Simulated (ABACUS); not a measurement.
Nb under changes of volume

One of the cells (18.428 Å³/atom); the others are scaled copies at fixed shape and fractional positions:

```
Nb
1.0
    -1.66395    1.66395    1.66395
     1.66395   -1.66395    1.66395
     1.66395    1.66395   -1.66395
Nb
1
Direct
  0.00000 0.00000 0.00000
```

- Program: ABACUS 3.10.1
- Functional: PBEsol
- Potentials or basis: PseudoDojo NC SR 0.4.1 PBEsol standard
- Cutoff: 1116 eV
- Density cutoff: 4463 eV
- Basis: plane waves
- k mesh: 11 × 11 × 11
- Occupations: fermi-dirac, width 0.05 eV
- Spin: no spin polarisation

| volume (Å³/atom) | energy over the lowest point (meV/atom) | pressure (GPa) |
| --- | --- | --- |
| 17.322 | 2.57 | 3.0 |
| 17.691 | 0.00 | -0.9 |
| 18.060 | 5.85 | -4.4 |
| 18.428 | 19.53 | -7.7 |
| 18.797 | 40.44 | -10.7 |
| 19.165 | ? | ? |
| 19.534 | 101.50 | -15.8 |

Q: What does the run at 19.165 Å³/atom give?

A: Energy over the lowest point 67.97 meV/atom; pressure -13.4 GPa.

Worked out: A Birch-Murnaghan fit of order 3 (a polynomial in V^(-2/3)) to the other rows has its minimum at 17.62 Å³/atom with B0 = V·E''(V) = 179 GPa and B' = 2.9. It gives 67.88 meV/atom at 19.165 Å³/atom, against the run's 67.97, and -dE/dV = -13.3 GPa, against -13.4.

Energies are extrapolated to zero smearing.
